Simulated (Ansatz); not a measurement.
Here is an Ansatz 0.2.0 calculation.

Contents of input.yaml:

```yaml
crystal:
  lattice:
    - [0.0, 1.9156, 1.9156]
    - [1.9156, 0.0, 1.9156]
    - [1.9156, 1.9156, 0.0]
  atoms:
    - { symbol: Ir, position: [0.0, 0.0, 0.0] }
hamiltonian:
  xc: pbe
  pseudopotentials: { kind: paw }
kpoints:
  mp_grid: { grid: [12, 12, 12] }
scf:
  occupations: { method: gaussian, width: 0.014 }
output:
  forces: true
  stress: true
  eigenvalues: true
  write_density: true
  write_potential: true
  elf: true
  volumetric_format: npy
```

Potentials or basis: Ansatz PAW.

The run is started by

```bash
$ ansatz run input.yaml --threads 2 --pin off --max-ram 5632MiB --backend cpu --events-out ev --progress --plain --runs-dir out
```

(1) Predict the pressure.

(2) Predict the band gap on the k mesh.

## Answers

(1) 11.1 GPa.

(2) none (metal or under the smearing width).
